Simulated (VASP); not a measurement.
# Ga2O3 (C2/m) in VASP: settings compared

One crystal, Ga2O3, is run at these levels: PBE, revPBE; tasks: band structure.

All numbers are computed with VASP 6.6.1; they aren't measurements. Logs are shortened: lines on timing, memory, paths and dates and some standing lists are left out, and cuts for length are marked.

## (1) The crystal as given

The structure is monoclinic, space group C2/m (No. 12). Conventional cell: a = 12.214 Å, b = 3.037 Å, c = 5.798 Å, α = 90.00°, β = 103.83°, γ = 90.00°. Ga (site symmetry m) has 6 O at 1.94 to 2.07 Å as nearest neighbours. Ga (site symmetry m) is surrounded by 4 O at 1.83 to 1.86 Å. O (site symmetry m) is surrounded by 3 Ga at 1.83 to 1.94 Å. Around O (site symmetry m) lie 4 Ga at 1.86 to 2.07 Å. Around O (site symmetry m) lie 3 Ga at 1.83 to 1.94 Å.

## (2) Band structure, PBE

File POSCAR:

```
Ga2O3
1.0
    6.1070000000     -1.5185500000      0.0000000000
    6.1070000000      1.5185500000      0.0000000000
   -1.3859888959      0.0000000000      5.6300087380
Ga O
4 6
Direct
    0.3413400000      0.3413400000      0.6859800000
    0.6586600000      0.6586600000      0.3140200000
    0.9095000000      0.9095000000      0.2054000000
    0.0905000000      0.0905000000      0.7946000000
    0.5041000000      0.5041000000      0.7434000000
    0.4959000000      0.4959000000      0.2566000000
    0.8267000000      0.8267000000      0.4368000000
    0.1733000000      0.1733000000      0.5632000000
    0.8355000000      0.8355000000      0.8902000000
    0.1645000000      0.1645000000      0.1098000000
```

File INCAR.step1:

```
PREC = Accurate ; ENCUT = 500
EDIFF = 1E-7 ; ISMEAR = -1
SIGMA = 0.05 ; LREAL = False
LASPH = True ; NELM = 100
ALGO = Normal ; ISIF = 2
LWAVE = False ; LCHARG = True
GGA = PE ; NBANDS = 35
```

File KPOINTS.step1:

```
regular mesh
0
Gamma
  9 9 5
```

File INCAR.step2:

```
PREC = Accurate ; ENCUT = 500
EDIFF = 1E-7 ; ISMEAR = 0
SIGMA = 0.05 ; LREAL = False
LASPH = True ; NELM = 100
ALGO = Normal ; ISIF = 2
LWAVE = False ; LCHARG = False
GGA = PE ; NBANDS = 35
ICHARG = 11
```

File KPOINTS.step2:

```
path XGY,LGZ,NGM,RG
10
line-mode
reciprocal
 0.0000000000  0.5000000000  0.0000000000  X
 0.0000000000  0.0000000000  0.0000000000  G

 0.0000000000  0.0000000000  0.0000000000  G
 0.0000000000  0.0000000000 -0.5000000000  Y

 0.0000000000  0.5000000000 -0.5000000000  L
 0.0000000000  0.0000000000  0.0000000000  G

 0.0000000000  0.0000000000  0.0000000000  G
-0.5000000000 -0.5000000000  0.5000000000  Z

-0.5000000000  0.0000000000  0.5000000000  N
 0.0000000000  0.0000000000  0.0000000000  G

 0.0000000000  0.0000000000  0.0000000000  G
-0.5000000000 -0.5000000000  0.0000000000  M

-0.5000000000  0.0000000000  0.0000000000  R
 0.0000000000  0.0000000000  0.0000000000  G
```

Potentials or basis: VASP PAW PBE potentials, release 64 (Ga, O).

The run is started by

```
$ cat potpaw_PBE.64/Ga/POTCAR potpaw_PBE.64/O/POTCAR > POTCAR
$ cp INCAR.step1 INCAR
$ cp KPOINTS.step1 KPOINTS
$ mpirun -np 1 vasp_std > vasp.out
$ cp INCAR.step2 INCAR
$ cp KPOINTS.step2 KPOINTS
$ mpirun -np 1 vasp_std > vasp.out
```

OUTCAR:

```text
PREC = Accurate
   ENCUT = 500
   EDIFF = 1E-7
   ISMEAR = 0
   LREAL = False
   LASPH = True
   NELM = 100
   ISIF = 2
   GGA = PE
   ICHARG = 11

 ion  position               nearest neighbor table
   1  0.341  0.341  0.686-   5 1.94   9 1.94   9 1.94   8 2.01   7 2.07   7 2.07   2 3.10   2 3.10
                             4 3.27   3 3.30   3 3.30   4 3.32   4 3.32
   2  0.659  0.659  0.314-   6 1.94  10 1.94  10 1.94   7 2.01   8 2.07   8 2.07   1 3.10   1 3.10
                             3 3.27   4 3.30   4 3.30   3 3.32   3 3.32
   3  0.910  0.910  0.205-   6 1.83   6 1.83   9 1.83   7 1.86   2 3.27   1 3.30   1 3.30   2 3.32
                             2 3.32
   4  0.090  0.090  0.795-   5 1.83   5 1.83  10 1.83   8 1.86   1 3.27   2 3.30   2 3.30   1 3.32
                             1 3.32
   5  0.504  0.504  0.743-   4 1.83   4 1.83   1 1.94
   6  0.496  0.496  0.257-   3 1.83   3 1.83   2 1.94
   7  0.827  0.827  0.437-   3 1.86   2 2.01   1 2.07   1 2.07
   8  0.173  0.173  0.563-   4 1.86   1 2.01   2 2.07   2 2.07
   9  0.836  0.836  0.890-   3 1.83   1 1.94   1 1.94
  10  0.164  0.164  0.110-   4 1.83   2 1.94   2 1.94

  LATTYP: Found a base centered monoclinic cell.
 ALAT       =    12.2140000000
 B/A-ratio  =     0.2486572785
 C/A-ratio  =     0.4747093499
 COS(beta)  =    -0.2390419096

  Lattice vectors:

 A1 = (   6.1070000000,  -1.5185500000,   0.0000000000)
 A2 = (   6.1070000000,   1.5185500000,   0.0000000000)
 A3 = (  -1.3859888959,   0.0000000000,   5.6300087380)

Analysis of symmetry for initial positions (statically):
=====================================================================
 Subroutine PRICEL returns:
 Original cell was already a primitive cell.

 Routine SETGRP: Setting up the symmetry group for a
 base centered monoclinic supercell.

 Subroutine GETGRP returns: Found  4 space group operations
 (whereof  4 operations were pure point group operations)
 out of a pool of  4 trial point group operations.

The static configuration has the point symmetry C_2h.

Analysis of symmetry for dynamics (positions and initial velocities):
=====================================================================
 Subroutine PRICEL returns:
 Original cell was already a primitive cell.

 Routine SETGRP: Setting up the symmetry group for a
 base centered monoclinic supercell.

 Subroutine GETGRP returns: Found  4 space group operations
 (whereof  4 operations were pure point group operations)
 out of a pool of  4 trial point group operations.

The dynamic configuration has the point symmetry C_2h.

 Subroutine INISYM returns: Found  4 space group operations
 (whereof  4 operations are pure point group operations),
 and found     1 'primitive' translations

----------------------------------------------------------------------------------------

                                     Primitive cell

  volume of cell :     104.4230

  direct lattice vectors                    reciprocal lattice vectors
     6.107000000 -1.518550000  0.000000000     0.081873260 -0.329261467  0.020155462
     6.107000000  1.518550000  0.000000000     0.081873260  0.329261467  0.020155462
    -1.385988896  0.000000000  5.630008738     0.000000000  0.000000000  0.177619618

  length of vectors
     6.292967750  6.292967750  5.798100000     0.339886138  0.339886138  0.177619618

  position of ions in fractional coordinates (direct lattice)
     0.341340000  0.341340000  0.685980000
     0.658660000  0.658660000  0.314020000
     0.909500000  0.909500000  0.205400000
     0.090500000  0.090500000  0.794600000
     0.504100000  0.504100000  0.743400000
     0.495900000  0.495900000  0.256600000
     0.826700000  0.826700000  0.436800000
     0.173300000  0.173300000  0.563200000
     0.835500000  0.835500000  0.890200000
     0.164500000  0.164500000  0.109800000

  ion indices of the primitive-cell ions
   primitive index   ion index
                 1           1
                 2           2
                 3           3
                 4           4
                 5           5
                 6           6
                 7           7
                 8           8
                 9           9
                10          10

----------------------------------------------------------------------------------------

 KPOINTS: path XGY,LGZ,NGM,RG

Interpolating k-points between supplied coordinates.

 Line segments in fractional coordinates (reciprocal lattice):
    0.000000  0.500000  0.000000  ...  0.000000  0.000000  0.000000
    0.000000  0.000000  0.000000  ...  0.000000  0.000000 -0.500000
    0.000000  0.500000 -0.500000  ...  0.000000  0.000000  0.000000
    0.000000  0.000000  0.000000  ... -0.500000 -0.500000  0.500000
   -0.500000  0.000000  0.500000  ...  0.000000  0.000000  0.000000
    0.000000  0.000000  0.000000  ... -0.500000 -0.500000  0.000000
   -0.500000  0.000000  0.000000  ...  0.000000  0.000000  0.000000

 Generated    10 points on each line segment, for a total of     70 k-points:

 Following reciprocal coordinates:
            Coordinates               Weight
  0.000000  0.500000  0.000000      0.014286
  0.000000  0.444444  0.000000      0.014286
  0.000000  0.388889  0.000000      0.014286
  0.000000  0.333333  0.000000      0.014286
  0.000000  0.277778  0.000000      0.014286
  0.000000  0.222222  0.000000      0.014286
[... 16 lines left out ...]
  0.000000  0.388889 -0.388889      0.014286
  0.000000  0.333333 -0.333333      0.014286
 [... further k-points ...]
   k-points           NKPTS =     70   k-points in BZ     NKDIM =     70   number of bands    NBANDS=     35
   number of dos      NEDOS =    301   number of ions     NIONS =     10
   total plane-waves  NPLWV =  96768
   dimension x,y,z NGX =    48 NGY =   48 NGZ =   42
   dimension x,y,z NGXF=    96 NGYF=   96 NGZF=   84
   ions per type =               4   6
   NGX,Y,Z   is equivalent  to a cutoff of  12.68, 12.68, 12.04 a.u.
   NGXF,Y,Z  is equivalent  to a cutoff of  25.36, 25.36, 24.08 a.u.
 SYSTEM =  unknown system
   PREC   = accura    normal or accurate (medium, high low for compatibility)
   ISTART =      0    job   : 0-new  1-cont  2-samecut
   ICHARG =     11    charge: 1-file 2-atom 10-const
   ISPIN  =      1    spin polarized calculation?
   LNONCOLLINEAR =      F non collinear calculations
   LSORBIT =      F    spin-orbit coupling
   LASPH  =      T    aspherical Exc in radial PAW
   ENCUT  =  500.0 eV  36.75 Ry    6.06 a.u.  11.47 11.47 10.57*2*pi/ulx,y,z
   NELM   =    100;   NELMIN=  2; NELMDL=  0     # of ELM steps
   EDIFF  = 0.1E-06   stopping-criterion for ELM
   LREAL  =      F    real-space projection
   EDIFFG = 0.1E-05   stopping-criterion for IOM
   NSW    =      0    number of steps for IOM
   IBRION =     -1    ionic relax: 0-MD 1-quasi-New 2-CG
   NFREE  =      0    steps in history (QN), initial steepest desc. (CG)
   ISIF   =      2    stress and relaxation
   ISYM   =      2    0-nonsym 1-usesym 2-fastsym
   POTIM  = 0.5000    time-step for ionic-motion
   TEBEG  =    0.0;   TEEND  =   0.0 temperature during run
   PSTRESS=    0.0 pullay stress
   NELECT =      48.0000    total number of electrons
   NUPDOWN=      -1.0000    fix difference up-down
   EMIN   =  10.00;   EMAX   =-10.00  energy-range for DOS
   EFERMI =   0.00;   METHOD = LEGACY
   ISMEAR =     0;   SIGMA  =   0.05  broadening in eV -4-tet -1-fermi 0-gaus
   EFERMI_NEDOS =   21; number of points for ismear=-14 and -15
   IALGO  =     38    algorithm
   IMIX   =      4    mixing-type and parameters
     AMIX     =   0.40;   BMIX     =  1.00
     AMIX_MAG =   1.60;   BMIX_MAG =  1.00
  volume/ion in A,a.u.               =      10.44        70.47
  Fermi-wavevector in a.u.,A,eV,Ry     =   1.263446  2.387566 21.718909  1.596295
  Thomas-Fermi vector in A             =   2.396802
   LORBIT       =      0    0 simple, 1 ext, 2 COOP (PROOUT), +10 PAW based schemes
   GGA     = PE    functional components
   LHFCALC =     F    Hartree Fock is set to
   AEXX    =    0.0000 exact exchange contribution
   IVDW    =     0    specifies the selected vdW correction
   LEPSILON=     F    determine dielectric tensor
   LRPA    =     F    only Hartree local field effects (RPA)
 non-spin polarized calculation
 Gauss-broadening in eV      SIGMA  =   0.05
  energy-cutoff  :      500.00
  volume of cell :      104.42
 maximum number of plane-waves:      2679
 NGX is ok and might be reduce to    48

 number of electron      48.0000014 magnetization

 Free energy of the ion-electron system (eV)
  ---------------------------------------------------
  ext. energy  EPLUGINS =         0.00000000
  ---------------------------------------------------
  free energy    TOTEN  =       -54.61445818 eV

  energy without entropy =      -54.61445818  energy(sigma->0) =      -54.61445818

 E-fermi :   2.1851     XC(G=0): -10.9409

 val. band max:        1.9111987992   @ k =  -0.5000  -0.5000   0.5000
 cond. band min:       4.3679263293   @ k =   0.0000   0.0000   0.0000
 fundamental gap:      2.4567275300
 Fermi energy:         2.1851468993

 k-point     1 :       0.0000    0.5000    0.0000
  band No.  band energies     occupation
      1     -15.3895      2.00000
      2     -15.3457      2.00000
      3     -15.1124      2.00000
      4     -14.7227      2.00000
      5     -14.2560      2.00000
      6     -14.2208      2.00000
[... 27 lines left out ...]
     34      13.3738      0.00000
     35      13.9801      0.00000

 k-point     2 :       0.0000    0.4444    0.0000
  band No.  band energies     occupation
      1     -15.5819      2.00000
      2     -15.2779      2.00000
      3     -15.0343      2.00000
      4     -14.7443      2.00000
      5     -14.2788      2.00000
      6     -14.2352      2.00000
[... 27 lines left out ...]
     34      13.4057      0.00000
     35      13.8810      0.00000

 k-point     3 :       0.0000    0.3889    0.0000
  band No.  band energies     occupation
      1     -15.8395      2.00000
      2     -15.2779      2.00000
      3     -14.9122      2.00000
      4     -14.8055      2.00000
      5     -14.3432      2.00000
      6     -14.2750      2.00000
[... 27 lines left out ...]
     34      13.3732      0.00000
     35      13.6918      0.00000
[... 723 lines left out ...]
 k-point    23 :       0.0000    0.3889   -0.3889
  band No.  band energies     occupation
      1     -15.6569      2.00000
      2     -15.0979      2.00000
      3     -15.0836      2.00000
      4     -14.8676      2.00000
      5     -14.5299      2.00000
      6     -14.3308      2.00000
[... 27 lines left out ...]
     34      13.6521      0.00000
     35      14.1147      0.00000

 k-point    24 :       0.0000    0.3333   -0.3333
  band No.  band energies     occupation
      1     -15.9491      2.00000
      2     -15.2087      2.00000
      3     -15.1014      2.00000
      4     -14.8693      2.00000
      5     -14.5732      2.00000
      6     -14.2948      2.00000
[... 27 lines left out ...]
     34      13.3076      0.00000
     35      13.9024      0.00000

 [... further k-points ...]

------------------------ aborting loop because EDIFF is reached ----------------------------------------

  FORCE on cell =-STRESS in cart. coord.  units (eV):
  Direction    XX          YY          ZZ          XY          YZ          ZX
  --------------------------------------------------------------------------------------
  -------------------------------------------------------------------------------------
  Total       21.9609685     28.8117762     26.5822834      0.0000000      0.0000000     -0.9727663
  in kB      336.9504105    442.0633738    407.8559343      0.0000000      0.0000000    -14.9252976
  external PRESSURE =     395.6232395 kB  Pullay stress =       0.0000000 kB

 VOLUME and BASIS-vectors are now :
 -----------------------------------------------------------------------------
  energy-cutoff  :      500.00
  volume of cell :      104.42
      direct lattice vectors                 reciprocal lattice vectors
     6.107000000 -1.518550000  0.000000000     0.081873260 -0.329261467  0.020155462
     6.107000000  1.518550000  0.000000000     0.081873260  0.329261467  0.020155462
    -1.385988896  0.000000000  5.630008738     0.000000000  0.000000000  0.177619618

 POSITION                                       TOTAL-FORCE (eV/Angst)
 -----------------------------------------------------------------------------------
      3.21837      0.00000      3.86207         0.028144      0.000000     -0.413544
      7.60965      0.00000      1.76794        -0.028144      0.000000      0.413544
     10.82395      0.00000      1.15640        -0.738881      0.000000     -0.233559
      0.00406      0.00000      4.47360         0.738881      0.000000      0.233559
      5.12673      0.00000      4.18535        -1.287423      0.000000     -0.301315
      5.70128      0.00000      1.44466         1.287423      0.000000      0.301315
      9.49191      0.00000      2.45919        -0.625517      0.000000     -0.161051
      1.33610      0.00000      3.17082         0.625517      0.000000      0.161051
      8.97099      0.00000      5.01183        -0.372176      0.000000      0.409076
      1.85702      0.00000      0.61817         0.372176      0.000000     -0.409076
 -----------------------------------------------------------------------------------
    total drift:                                0.000000      0.000000     -0.000000

  FREE ENERGIE OF THE ION-ELECTRON SYSTEM (eV)
  ---------------------------------------------------
  free  energy   TOTEN  =       -54.6144581778 eV

  energy  without entropy=      -54.6144581778  energy(sigma->0) =      -54.61445818
```

It took 8.2 min on 1 thread of Intel Xeon Platinum 8488C (Sapphire Rapids), shared host; peak memory 0.5 GiB.

What came out:

| Quantity | Value |
| --- | --- |
| Band gap on the k mesh | 2.46 eV, indirect (least direct gap 2.49 eV) |
| Band gap along the path | 2.46 eV, indirect (least direct gap 2.49 eV) |

Levels at the corners of the path, in eV from the valence-band top:
```tsv
point	band 22	band 23	band 24	band 25	band 26	band 27
X	-0.75	-0.50	-0.13	5.72	6.61	7.32
Γ	-0.49	-0.30	-0.03	2.46	5.77	6.80
Γ	-0.49	-0.30	-0.03	2.46	5.77	6.80
Y	-0.65	-0.58	-0.31	4.84	4.96	6.80
L	-1.06	-0.76	-0.67	6.98	7.01	7.92
Γ	-0.49	-0.30	-0.03	2.46	5.77	6.80
Γ	-0.49	-0.30	-0.03	2.46	5.77	6.80
Z	-0.69	-0.61	0.00	5.26	5.38	6.31
N	-1.06	-0.76	-0.67	6.98	7.01	7.92
Γ	-0.49	-0.30	-0.03	2.46	5.77	6.80
Γ	-0.49	-0.30	-0.03	2.46	5.77	6.80
M	-0.74	-0.44	-0.17	4.63	4.88	5.89
R	-0.75	-0.50	-0.13	5.72	6.61	7.32
Γ	-0.49	-0.30	-0.03	2.46	5.77	6.80
```

Caveat: the log is that of the step along the path at fixed density, whose energy, stress, charges and moments have no meaning.

(Continued in part 2 of 2.)
